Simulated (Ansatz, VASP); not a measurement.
# Two plane-wave programs on Ni

```
Ni
1.0
    -1.38372    1.38372    1.38372
     1.38372   -1.38372    1.38372
     1.38372    1.38372   -1.38372
Ni
1
Direct
  0.00000 0.00000 0.00000
```

This isn't the form of Ni at room conditions, which is fcc.

Alike in both runs: task single point; functional r2SCAN; dispersion D4; k mesh 13 × 13 × 13; collinear spin; Hubbard terms Ni d U = 3.0 eV.

|  | VASP | Ansatz |
| --- | --- | --- |
| version | VASP 6.6.1 | Ansatz 0.2.0 |
| potentials or method | VASP PAW PBE potentials, release 64 (Ni) | Ansatz PAW |
| plane-wave cutoff (eV) | 520 | 500 |
| occupations | methfessel-paxton of order 1, width 0.1 eV | cold, width 0.1 eV |
| valence electrons in the cell | 10 | 18 |

VASP gave:

| Quantity | Value |
| --- | --- |
| gap on the k mesh at the Fermi level (eV) | none |
| pressure (GPa) | -7.3 |
| net moment per atom (μB) | 0.65 |
| size of the moment on the site where the two differ most (μB) | 0.68 |
| dispersion energy (meV/atom) | -159.9 |

Problem. Estimate Ansatz's values.

Solution. gap on the k mesh at the Fermi level (eV): none; pressure (GPa): -1.3; net moment per atom (μB): 0.65; size of the moment on the site where the two differ most (μB): 0.72; dispersion energy (meV/atom): -159.9.

Site moments also hang on the region over which each program counts them. The programs project onto different local orbitals, so the same U acts differently. A gap of «none» marks a metal or a gap that the smearing closes. The two sets of potentials don't hold the same shells in valence.

Caveats: pairwise dispersion overbinds metals, which lowers pressure and volume; the U is typed as a test and isn't derived for this compound; the PAW data sets were made with another functional, which shifts forces and pressure a little (VASP); the magnetic or orbital state may not be the lowest (Ansatz); the PAW data sets come from PBE, with cores solved anew for the run's functional, which leaves a small shift of forces and pressure (Ansatz). The state reached can hang on the start; a lower one may exist.
